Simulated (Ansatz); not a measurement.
Here is an Ansatz 0.2.0 calculation.

Contents of input.yaml:

```yaml
crystal:
  lattice:
    - [0.0, 2.1554, 2.1554]
    - [2.1554, 0.0, 2.1554]
    - [2.1554, 2.1554, 0.0]
  atoms:
    - { symbol: Fe, position: [0.0, 0.0, 0.0], spin: 3.0 }
    - { symbol: O, position: [0.5, 0.5, 0.5] }
kpoints:
  mp_grid: { grid: [11, 11, 11] }
  band_path:
    path:
      - [0.0, 0.0, 0.0]
      - [0.5, 0.0, 0.5]
      - [0.5, 0.25, 0.75]
      - [0.375, 0.375, 0.75]
      - [0.0, 0.0, 0.0]
      - [0.5, 0.5, 0.5]
      - [0.625, 0.25, 0.625]
      - [0.5, 0.25, 0.75]
    npoints: 10
scf:
  occupations: { method: fermi_dirac, width: 0.05 }
hamiltonian:
  xc: pbesol
  pseudopotentials: { kind: all_electron, lapw: { basis_error: 0.001 } }
magnetization:
  spin_polarized: true
output:
  forces: true
  stress: true
  eigenvalues: true
```

Potentials or basis: all-electron LAPW, scalar-relativistic.

The run is started by

```sh
$ ansatz run input.yaml --threads 2 --pin off --max-ram 6144MiB --backend cpu --events-out ev --progress --plain --runs-dir out
```

Question: Predict the net moment.

Answer: 4.00 μB per cell.

Question: Predict the pressure.

Answer: -8.6 GPa.

Question: Predict the absolute moment.

Answer: 4.01 μB per cell.

Levels at the corners of the path, in eV from the Fermi level:
Spin up:
```
point  band 10  band 11  band 12  band 13  band 14  band 15  band 16  band 17  band 18
    Γ    -3.88    -3.88    -3.88    -3.67    -3.67    -0.09    14.99    16.77    16.77
    X    -4.83    -3.27    -2.77    -2.77    -2.77     5.08     8.52    10.55    14.46
    W    -3.03    -3.03    -2.89    -2.77    -1.73     7.27     8.77     8.77    11.55
    K    -3.67    -2.91    -2.63    -2.46    -1.71     6.59     8.53     8.53    13.87
    Γ    -3.88    -3.88    -3.88    -3.67    -3.67    -0.09    14.99    16.77    16.77
    L    -3.05    -3.05    -2.49    -0.34    -0.34     3.83     8.31    12.27    12.27
    U    -3.67    -2.91    -2.63    -2.46    -1.71     6.59     8.53     8.53    13.87
    W    -3.03    -3.03    -2.89    -2.77    -1.73     7.27     8.77     8.77    11.55
```
Spin down:
| point | band 7 | band 8 | band 9 | band 10 | band 11 | band 12 | band 13 | band 14 |
| --- | --- | --- | --- | --- | --- | --- | --- | --- |
| Γ | -3.33 | -3.33 | -3.33 | -0.74 | -0.74 | -0.74 | 0.14 | 0.14 |
| X | -7.00 | -4.52 | -4.52 | -2.17 | 0.70 | 0.78 | 0.78 | 1.12 |
| W | -6.20 | -6.20 | -5.63 | -0.04 | -0.04 | 0.78 | 1.03 | 1.78 |
| K | -6.61 | -6.22 | -4.93 | -0.82 | 0.59 | 0.69 | 1.27 | 1.73 |
| Γ | -3.33 | -3.33 | -3.33 | -0.74 | -0.74 | -0.74 | 0.14 | 0.14 |
| L | -8.13 | -5.24 | -5.24 | 0.42 | 0.42 | 0.61 | 2.77 | 2.77 |
| U | -6.61 | -6.22 | -4.93 | -0.82 | 0.59 | 0.69 | 1.27 | 1.73 |
| W | -6.20 | -6.20 | -5.63 | -0.04 | -0.04 | 0.78 | 1.03 | 1.78 |

Caveat: a cell with one magnetic atom can't hold antiferromagnetic order, which such compounds often take; semilocal functionals often make such compounds metallic where correlation or magnetic order opens a gap, which also shifts bond lengths.

**The experiment to reproduce.**

From “W\"ustite: Electric, thermodynamic and optical properties of FeO”, 2012, arxiv:1203.1201, for a bulk crystal of FeO: band gap 2.4 eV (optical).

Against the measured gap of FeO, 2.4 eV (optical; quoted in “W\"ustite: Electric, thermodynamic and optical properties of FeO”, 2012, arxiv:1203.1201), the calculated 0.00 eV is off by -2.40 eV. So large a miss can be the level of theory's own, or it may mean another phase, state or a wrong row. The value is that of PBEsol, without temperature or zero-point motion. Semilocal functionals fall short of measured gaps as a rule. The run's magnetic order (collinear spin, ferromagnetic start) needn't be the measured crystal's.
